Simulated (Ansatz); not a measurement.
# TaAs (I4_1md) in Ansatz: settings compared

The runs below take TaAs through band structure, with LDA, LDA+U.

All numbers are computed with Ansatz 0.2.0; they aren't measurements. Logs are shortened: lines on timing, memory, paths and dates and some standing lists are left out, and cuts for length are marked.

## (1) The structure

The structure is tetragonal, space group I4_1md (No. 109). The conventional cell has a = 3.444 Å, b = 3.444 Å, c = 11.736 Å, α = 90.00°, β = 90.00°, γ = 90.00°. Ta (site symmetry 2mm) has 6 As at 2.61 to 2.62 Å as nearest neighbours. As (site symmetry 2mm) has 6 Ta at 2.61 to 2.62 Å as nearest neighbours.

The cell is a database's computed one.

## (2) Band structure, LDA

Contents of input.yaml:

```yaml
crystal:
  lattice:
    - [-1.7218133622, 1.7218133622, 5.8679415361]
    - [1.7218133622, -1.7218133622, 5.8679415361]
    - [1.7218133622, 1.7218133622, -5.8679415361]
  atoms:
    - { symbol: Ta, position: [0.4999673, 0.4999673, 0.0] }
    - { symbol: Ta, position: [0.2499673, 0.7499673, 0.5] }
    - { symbol: As, position: [0.08263212, 0.08263212, 0.0] }
    - { symbol: As, position: [0.83263212, 0.33263212, 0.5] }
hamiltonian:
  xc: lda
  pseudopotentials: { kind: paw }
kpoints:
  mp_grid: { grid: [11, 11, 11] }
  band_path:
    path:
      - [[0.0, 0.0, 0.0], [-0.5, 0.5, 0.0], [-0.5, 0.5, -0.0430497462], [-0.2715248731, 0.2715248731, -0.2715248731], [0.0, 0.0, 0.0], [0.5, 0.5, -0.5], [0.2715248731, 0.7284751269, -0.7284751269], [0.0, 0.5, -0.5], [-0.25, 0.75, -0.25], [0.0430497462, 0.9569502538, -0.5], [0.5, 0.5, -0.5]]
      - [[-0.5, 0.5, 0.0], [-0.25, 0.75, -0.25]]
    npoints: 14
scf:
  occupations: { method: fermi_dirac, width: 0.05 }
  n_extra_bands: 10
output:
  forces: true
  stress: true
  eigenvalues: true
  fatbands: true
```

Potentials or basis: Ansatz PAW.

The run is started by

```bash
> ansatz run input.yaml --threads 2 --pin off --max-ram 5632MiB --backend cpu --events-out ev --progress --plain --runs-dir out
```

Standard output:

```text
Warning: RAYON_NUM_THREADS=2 ignored (pool sized by the plan → 2); use --threads N
basis.fft_grid_basis auto: the FFT boxes are laid along the combinations [[1, 0, 1], [0, 1, 1], [0, 0, 1]] of the cell's own vectors, 3.444, 3.444 and 6.353 Å long. The dense box has 24×24×45 points. Along the cell's own vectors, as sized, it would have 45×45×45, 3.52 times as many. Of the 8 symmetry operations that the crystal satisfies within crystal.symmetry.tolerance (time reversal apart; of a slab, those that keep its plane) the dense box along the cell's own vectors carries 8, and the one as laid loses 6 of those. basis.fft_grid_basis: typed keeps the cell's own vectors: state it where this run's energies or levels are differenced outside the engine with another run's, or held beside a run that keeps those vectors.
scf.n_extra_bands = 10 over 28 filled bands (N_el = 56.0): the run solves 38 bands
Engine: ansatz 0.2.0, aarch64-unknown-linux-gnu
Pseudopotentials: kind: paw
Pseudopotential: Ta, paw, valence charge 13, recommended cutoff 420 eV (normal), Ta.paw.azcp
Pseudopotential: As, paw, valence charge 15, recommended cutoff 420 eV (normal), As.paw.azcp
Functional definition: SPW92
  exchange = slater_x
  correlation = pw_c
Crystal: 4 atoms, lattice volume = 69.585 Å³
Basis set: ecut = 420 eV, 1371 PW (Γ), FFT grids on a1+a3, a2+a3, a3
Bands: 38, of which v1, the nominal top of the filled ones, is band 28 counted from 1 (27 counted from 0)
Symmetry: 8 space group operations
Space group: I41md (ITA 109), of the structure as read, at distance tolerance 4.1e-5 Å
k-points: 126 of 1331 (time reversal used)
Non-local potential: Ta, projectors of the file, l = 0: 3, l = 1: 2, l = 2: 2, l = 3: 1
Non-local potential: As, projectors of the file, l = 0: 2, l = 1: 2, l = 2: 3, l = 3: 1
PAW form: soft (Blöchl's): semilocal exchange-correlation on the pseudo side does not see the compensation charge
PAW frozen core: Ta, regenerated for the run's functional, and the local potential with it (the file was generated under x = pbe(κ = 0.804, μ = 0.2195149727645171), c = pbe(β = 0.06672455060314922))
PAW frozen core: As, regenerated for the run's functional, and the local potential with it (the file was generated under x = pbe(κ = 0.804, μ = 0.2195149727645171), c = pbe(β = 0.06672455060314922))
PAW one-centre angular grid: Ta, 590 points (default); XC on 64 Gauss nodes
PAW one-centre angular grid: As, 590 points (default); XC on 64 Gauss nodes
Initial density: superposition of atomic densities (neutral atoms: chi_scale 0, normalization atom), corrected by the library's trained network
Initial wavefunctions: pseudopotential atomic-orbital guess
Functional: x = slater, c = lda
SCF iter   1: F=—  HF=-28915.036755 eV  |F-HF|=—  |Δ(HF+E_count)|=         —  Δρ=8.84e-3  dr2=3.65e-2  ethr=1.77e-3  ⟨swp⟩=5.9  Hψ=19229  notcnv=0  defer=23
preconditioner: auto → Kerker (q_TF=auto, 2.631 Å⁻¹)  [metal: Δε(μ)=0.039 eV  Ē_g=8.877 eV  σ=0.050 eV  W_gap=0.19  n_scr=24 (ndim 8)  ℏωp=19.9 eV  f_vac=0.000  D(μ)=0.57/eV (n_scr^D=2)]
SCF iter   2: F=—  HF=-28915.030297 eV  |F-HF|=—  |Δ(HF+E_count)|=   6.46e-3  Δρ=5.19e-3  dr2=1.41e-2  ethr=6.52e-5  ⟨swp⟩=1.0  Hψ=5796  notcnv=0  defer=187
SCF iter   3: F=—  HF=-28915.026547 eV  |F-HF|=—  |Δ(HF+E_count)|=   3.75e-3  Δρ=5.98e-4  dr2=2.29e-4  ethr=2.53e-5  ⟨swp⟩=2.0  Hψ=6166  notcnv=0  defer=187
SCF iter   4: F=—  HF=-28915.026435 eV  |F-HF|=—  |Δ(HF+E_count)|=   1.12e-4  Δρ=1.42e-4  dr2=1.78e-5  ethr=4.09e-7  ⟨swp⟩=2.9  Hψ=7899  notcnv=0  defer=187
SCF iter   5: F=—  HF=-28915.026432 eV  |F-HF|=—  |Δ(HF+E_count)|=   2.92e-6  Δρ=5.36e-5  dr2=2.04e-6  ethr=3.19e-8  ⟨swp⟩=2.0  Hψ=7783  notcnv=0  defer=187
SCF iter   6: F=—  HF=-28915.026431 eV  |F-HF|=—  |Δ(HF+E_count)|=   1.12e-6  Δρ=1.62e-5  dr2=2.60e-7  ethr=3.64e-9  ⟨swp⟩=2.0  Hψ=7754  notcnv=0  defer=187
SCF iter   7: F=-28915.026431 eV  HF=-28915.026431 eV  |F-HF|=1.16e-8  |Δ(HF+E_count)|=   1.59e-7  Δρ=4.92e-6  dr2=2.67e-8  ethr=1.79e-10  ⟨swp⟩=8.5  Hψ=18323  notcnv=0
SCF 1 converged in 7 iterations: F = -28915.026431 eV  dr2 = 2.67e-8
NSCF: frozen V_eff on 156 k-points
SCF converged after 7 iterations
Free energy (F): -28915.026431 eV
Harris-Foulkes:  -28915.026431 eV  (|F-HF|=1.16e-8)
Internal energy: -28915.021653 eV  (E = F + TS)
E sigma→0 (E₀):  -28915.024042 eV
Entropy (-TS):   -0.004778 eV (-1.194 meV/atom)
Fermi energy:    16.685482 eV
--- Per-component energies (eV) ---
  E_band       = -572.530497
  E_kinetic    = 944.960245
  E_local      = -4077.290921  (includes V_loc(G=0)·N_el)
  E_nonlocal   = -1289.020148
  E_hartree    = 2103.289167
  E_xc         = -594.584689
  E_vxc        = -571.357555  (∫ρ·V_xc dr)
  E_paw        = -19807.537343  (= ΣΔE_a)
  E_vpaw       = 213.600921  (= ΣTr[D̂ρ^β])
  E_aug_tail   = 0.000278  (compensation charges beyond the density's cutoff)
  E_ewald      = -6199.506507
  E_core_change = 4.668266  (= ΣΔE_core)
  E_smearing   = -0.004778  (= −TS)
  E_closure    = -0.000000  (closes the sum)
  Σ components = -28915.026431   (vs F -28915.026431, Δ=0.00e0)
--- Forces (eV/Å), atoms counted from 1 ---
  atom   1  Ta    -0.00000000     0.00000000     0.01749335
  atom   2  Ta     0.00000000    -0.00000000     0.01749335
  atom   3  As    -0.00000000    -0.00000000    -0.01749909
  atom   4  As     0.00000000     0.00000000    -0.01749909
  max |Σ_I F_I| component: 1.15e-5 eV/Å
--- Stress (GPa, compression-positive) ---
       -7.548445       0.000000      -0.000000
        0.000000      -7.548445       0.000000
       -0.000000       0.000000      -7.529201
  P = ⅓ Tr σ = -7.5420 GPa (-75.420 kbar)
--- Band table (eV; the first three rows and the last of 126) ---
  k-point 0: bands = ["-51.5965", "-51.5863", "-19.1242", "-19.1242", "-19.0938", "-19.0908", "-19.0810", "-19.0792", "-19.0774", "-19.0774", "-19.0763", "-19.0670", "-18.1864", "-18.1211", "-18.1211", "-17.9915", "-17.9915", "-17.9393", "2.7040", "5.1766", "9.7680", "13.5933", "14.2389", "14.2389", "14.3732", "14.7515", "15.0767", "15.0767", "17.5982", "18.2488", "19.0051", "19.7771", "19.7771", "20.0335", "20.7743", "20.7743", "20.9017", "22.1049"]
  k-point 1: bands = ["-51.5956", "-51.5858", "-19.1273", "-19.1253", "-19.0931", "-19.0889", "-19.0875", "-19.0843", "-19.0768", "-19.0760", "-19.0705", "-19.0667", "-18.1795", "-18.1325", "-18.1300", "-18.0049", "-17.9974", "-17.9381", "2.9222", "5.2585", "9.9109", "13.1478", "13.9722", "13.9738", "14.0299", "14.6145", "15.2473", "15.4119", "17.2450", "17.7944", "19.2175", "19.3580", "19.8755", "20.2468", "20.5462", "20.9502", "22.0879", "23.5591"]
  k-point 2: bands = ["-51.5931", "-51.5846", "-19.1356", "-19.1231", "-19.1008", "-19.0976", "-19.0875", "-19.0860", "-19.0745", "-19.0740", "-19.0662", "-19.0657", "-18.1796", "-18.1546", "-18.1400", "-18.0374", "-18.0146", "-17.9373", "3.5210", "5.4350", "10.3996", "12.1340", "12.8763", "13.2532", "13.5307", "14.8775", "15.6965", "15.8595", "16.9518", "17.0930", "18.7886", "19.6267", "20.1736", "20.4381", "20.6802", "22.0577", "23.8442", "24.7156"]
  k-point 125: bands = ["-51.5911", "-51.5909", "-19.1307", "-19.1306", "-19.0886", "-19.0874", "-19.0849", "-19.0812", "-19.0765", "-19.0744", "-19.0693", "-19.0686", "-18.1503", "-18.1294", "-18.0624", "-18.0605", "-17.9913", "-17.9772", "3.7741", "3.7937", "12.0846", "12.1566", "13.3786", "13.7070", "13.8521", "14.3144", "15.4401", "15.9742", "17.6037", "18.3649", "18.6489", "18.9910", "19.6626", "19.8875", "20.8375", "21.7862", "22.9000", "23.6655"]
```

It took 30 s on 2 threads of Arm Neoverse V2, shared host; peak memory 0.49 GiB.

Results:

```yaml
Free_energy: -28915.0264 eV
Pressure: -7.5 GPa
Largest_force: 0.017 eV/Å
Band_gap_on_the_k_mesh: none (metal or under the smearing width)
```

Forces on the atoms (eV/Å):
```
Ta   0.000  0.000  0.017
Ta   0.000  0.000  0.017
As   0.000  0.000 -0.017
As   0.000  0.000 -0.017
```

Levels at the corners of the path, in eV from the Fermi level:
```csv
point,band 25,band 26,band 27,band 28,band 29,band 30,band 31,band 32
Γ,-2.31,-1.93,-1.61,-1.61,0.91,1.56,2.32,3.09
X,-3.16,-3.16,-1.06,-1.06,2.78,2.78,3.05,3.05
Y,-3.14,-3.14,-1.08,-1.08,2.63,2.63,2.96,2.96
S,-2.40,-2.39,-1.72,-0.09,0.08,1.69,2.12,2.50
Γ,-2.31,-1.93,-1.61,-1.61,0.91,1.56,2.32,3.09
Z,-2.76,-2.76,-0.88,-0.88,1.22,1.22,2.26,2.26
S1,-2.40,-2.39,-1.72,-0.09,0.08,1.69,2.12,2.50
N,-2.42,-2.27,-1.56,-0.26,0.13,1.37,2.23,2.43
P,-3.18,-3.18,-1.05,-1.05,2.79,2.79,3.04,3.04
Y1,-3.14,-3.14,-1.08,-1.08,2.63,2.63,2.96,2.96
Z,-2.76,-2.76,-0.88,-0.88,1.22,1.22,2.26,2.26
X,-3.16,-3.16,-1.06,-1.06,2.78,2.78,3.05,3.05
P,-3.18,-3.18,-1.05,-1.05,2.79,2.79,3.04,3.04
```

Caveat: spin-orbit coupling is left out, which moves the levels of the heavy elements; the PAW data sets come from PBE, with cores solved anew for the run's functional, which leaves a small shift of forces and pressure.

## (3) Band structure, LDA+U

input.yaml: that of step 2 with these lines changed.

```diff
@@ -13,2 +13,3 @@
   pseudopotentials: { kind: paw }
+  hubbard: { sites: [{ species: Ta, l: d, u_eff: 1.0 }] }
 kpoints:
@@ -27,2 +28,6 @@
   eigenvalues: true
-  fatbands: true
+  fatbands: false
+  write_density: true
+  write_potential: true
+  elf: true
+  volumetric_format: npy
```

Potentials or basis: Ansatz PAW.

The run is started by

```bash
> ansatz run input.yaml --threads 2 --pin off --max-ram 5632MiB --backend cpu --events-out ev --progress --plain --runs-dir out
```

Standard output:

```text
Warning: RAYON_NUM_THREADS=2 ignored (pool sized by the plan → 2); use --threads N
basis.fft_grid_basis auto: the FFT boxes are laid along the combinations [[1, -1, 0], [0, 1, 0], [1, 0, 1]] of the cell's own vectors, 4.870, 6.353 and 3.444 Å long. The dense box has 36×45×24 points. Along the cell's own vectors, as sized, it would have 45×45×45, 2.34 times as many. Of the 8 symmetry operations that the crystal satisfies within crystal.symmetry.tolerance (time reversal apart; of a slab, those that keep its plane) the dense box along the cell's own vectors carries 8, and the one as laid loses 7 of those. basis.fft_grid_basis: typed keeps the cell's own vectors: state it where this run's energies or levels are differenced outside the engine with another run's, or held beside a run that keeps those vectors. Those combinations have planes normal to reciprocal vector 3, as the cell's own vectors have. Each planar average written beside output.write_density, output.write_potential has a row for each plane of the box: 24. The volumetric files lie along those combinations, not along the cell's own vectors: a cube or XSF file states them, and fields.json those of NumPy files.
Ta: projections on atomic orbitals take those of the free atom [Kr 4d10 4f14] 5s2 5p6 5d3 6s2, of charge +0.00 (hamiltonian.pseudopotentials.projection_atoms); the dataset's partial waves leave at most 6.0e-5 of an orbital's norm unspanned inside its sphere
As: projections on atomic orbitals take those of the free atom [Ar] 3d10 4s2 4p3, of charge +0.00 (hamiltonian.pseudopotentials.projection_atoms); the dataset's partial waves leave at most 1.7e-6 of an orbital's norm unspanned inside its sphere
scf.n_extra_bands = 10 over 28 filled bands (N_el = 56.0): the run solves 38 bands
[... 72 lines left out ...]
  P = ⅓ Tr σ = -7.0607 GPa (-70.607 kbar)
--- Band table (eV; the first three rows and the last of 126) ---
  k-point 0: bands = ["-51.6442", "-51.6338", "-19.0839", "-19.0839", "-19.0516", "-19.0488", "-19.0378", "-19.0361", "-19.0349", "-19.0349", "-19.0332", "-19.0234", "-18.2245", "-18.1642", "-18.1642", "-18.0343", "-18.0343", "-17.9777", "2.7188", "5.2005", "9.7833", "13.6426", "14.2858", "14.2858", "14.4313", "14.7892", "15.1082", "15.1082", "17.6680", "18.3162", "19.0201", "19.8123", "19.8123", "20.0506", "20.8088", "20.8088", "20.9114", "22.1126"]
  k-point 1: bands = ["-51.6433", "-51.6333", "-19.0874", "-19.0854", "-19.0511", "-19.0467", "-19.0451", "-19.0413", "-19.0343", "-19.0329", "-19.0272", "-19.0232", "-18.2175", "-18.1756", "-18.1726", "-18.0474", "-18.0398", "-17.9767", "2.9374", "5.2853", "9.9286", "13.1925", "14.0082", "14.0106", "14.0752", "14.6552", "15.2923", "15.4546", "17.3149", "17.8544", "19.2373", "19.3924", "19.9108", "20.2732", "20.5755", "20.9757", "22.1051", "23.5682"]
  k-point 2: bands = ["-51.6408", "-51.6322", "-19.0966", "-19.0834", "-19.0596", "-19.0555", "-19.0452", "-19.0432", "-19.0315", "-19.0310", "-19.0227", "-19.0223", "-18.2205", "-18.1960", "-18.1799", "-18.0798", "-18.0561", "-17.9758", "3.5387", "5.4689", "10.4205", "12.1722", "12.9136", "13.2859", "13.5594", "14.9273", "15.7488", "15.8999", "17.0041", "17.1514", "18.8260", "19.6530", "20.2081", "20.4671", "20.7066", "22.0913", "23.8557", "24.7229"]
  k-point 125: bands = ["-51.6388", "-51.6386", "-19.0909", "-19.0908", "-19.0464", "-19.0451", "-19.0423", "-19.0381", "-19.0334", "-19.0312", "-19.0260", "-19.0252", "-18.1941", "-18.1730", "-18.1005", "-18.0987", "-18.0335", "-18.0193", "3.7926", "3.8114", "12.1120", "12.1813", "13.4228", "13.7577", "13.9026", "14.3625", "15.4674", "15.9994", "17.6709", "18.4231", "18.6972", "19.0426", "19.6882", "19.9079", "20.8594", "21.8183", "22.9052", "23.6724"]
Occupation matrices written to <dir>
```

bands.tsv:

```text
[... 177 lines left out ...]
7.522846	-68.371805	-68.371805	-35.856465	-35.856465	-35.802057	-35.802057	-35.788009	-35.788009	-35.771075	-35.771075	-35.757577	-35.757577	-35.052252	-35.052252	-34.888557	-34.888557	-34.757670	-34.757670	-11.244028	-11.244028	-5.562327	-5.562327	-5.025054	-5.025054	-3.199319	-3.199319	-1.084642	-1.084642	2.763178	2.763178	3.021244	3.021244	3.738821	3.738821	4.005600	4.005600	6.960966	6.960966
```

rho_z.tsv:

```text
# z_ang	rho[e/angstrom^3]
# format = ansatz-planar-average/11
# lattice	-1.721813362	1.721813362	5.867941536
# lattice	1.721813362	-1.721813362	5.867941536
# lattice	1.721813362	1.721813362	-5.867941536
# sites	4
# site	73	0.000000000	0.000000000	5.867557773
# site	73	1.721813362	0.000000000	2.933587005
# site	33	0.000000000	0.000000000	0.969760898
# site	33	-0.000000000	1.721813362	3.903731666
0.000000	1.054330e0
0.264713	1.016661e0
0.529426	9.179573e-1
0.794139	7.932207e-1
1.058852	6.800935e-1
1.323565	6.044191e-1
[... 16 lines left out ...]
5.823685	9.179573e-1
6.088398	1.016661e0
```

It took 36 s on 2 threads of Arm Neoverse V2, shared host; peak memory 0.8 GiB.

Results:

* Free energy: -28912.5936 eV
* Pressure: -7.1 GPa
* Largest force: 0.015 eV/Å
* Band gap on the k mesh: none (metal or under the smearing width)

Forces on the atoms (eV/Å):
```
Ta   0.000  0.000  0.015
Ta   0.000  0.000  0.015
As   0.000  0.000 -0.015
As   0.000  0.000 -0.015
```

Levels at the corners of the path, in eV from the Fermi level:
```csv
point,band 25,band 26,band 27,band 28,band 29,band 30,band 31,band 32
Γ,-2.31,-1.95,-1.63,-1.63,0.93,1.57,2.28,3.07
X,-3.18,-3.18,-1.09,-1.09,2.75,2.75,3.03,3.03
Y,-3.16,-3.16,-1.11,-1.11,2.60,2.60,2.94,2.94
S,-2.42,-2.40,-1.74,-0.08,0.05,1.69,2.10,2.47
Γ,-2.31,-1.95,-1.63,-1.63,0.93,1.57,2.28,3.07
Z,-2.76,-2.76,-0.92,-0.92,1.23,1.23,2.26,2.26
S1,-2.42,-2.40,-1.74,-0.08,0.05,1.69,2.10,2.47
N,-2.42,-2.30,-1.57,-0.30,0.14,1.36,2.21,2.40
P,-3.20,-3.20,-1.08,-1.08,2.76,2.76,3.02,3.02
Y1,-3.16,-3.16,-1.11,-1.11,2.60,2.60,2.94,2.94
Z,-2.76,-2.76,-0.92,-0.92,1.23,1.23,2.26,2.26
X,-3.18,-3.18,-1.09,-1.09,2.75,2.75,3.03,3.03
P,-3.20,-3.20,-1.08,-1.08,2.76,2.76,3.02,3.02
```

Eigenvalues of the final occupation matrices:
```tsv
site	spin	trace	eigenvalues
site 1	1	2.10	0.39 0.40 0.42 0.43 0.45
site 2	1	2.10	0.39 0.40 0.42 0.43 0.45
```

Caveat: spin-orbit coupling is left out, which moves the levels of the heavy elements; U without spin polarisation on a metal has little footing; the PAW data sets come from PBE, with cores solved anew for the run's functional, which leaves a small shift of forces and pressure; the U is typed as a test and isn't derived for this compound.
